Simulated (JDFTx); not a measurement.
Mo under changes of volume

One of the cells (15.892 Å³/atom); the others are scaled copies at fixed shape and fractional positions:

```
Mo
1.0
    -1.58381    1.58381    1.58381
     1.58381   -1.58381    1.58381
     1.58381    1.58381   -1.58381
Mo
1
Direct
  0.00000 0.00000 0.00000
```

```yaml
Program: JDFTx 1.7.0 (patched build)
Functional: PBEsol
Potentials_or_basis: PseudoDojo-SR-PBEsol-0.4.1-standard
Cutoff: 1088 eV
Density_cutoff: 4354 eV
k_mesh: 12 × 12 × 12
Occupations: fermi-dirac, width 0.05 eV
Spin: no spin polarisation
```

| volume (Å³/atom) | energy over the lowest point (meV/atom) | pressure (GPa) |
| --- | --- | --- |
| 14.938 | 9.34 | 8.0 |
| 15.256 | 0.00 | 1.6 |
| 15.574 | ? | ? |
| 15.892 | 16.00 | -9.3 |
| 16.209 | 38.96 | -13.8 |
| 16.527 | 70.55 | -18.0 |
| 16.845 | 109.86 | -21.6 |

Q: What does the run at 15.574 Å³/atom give?

A: Energy over the lowest point 2.64 meV/atom; pressure -4.1 GPa.

Worked out: A Birch-Murnaghan fit of order 3 (a polynomial in V^(-2/3)) to the other rows has its minimum at 15.34 Å³/atom with B0 = V·E''(V) = 283 GPa and B' = 4.3. It gives 2.63 meV/atom at 15.574 Å³/atom, against the run's 2.64, and -dE/dV = -4.1 GPa, against -4.1.

Energies are extrapolated to zero smearing.
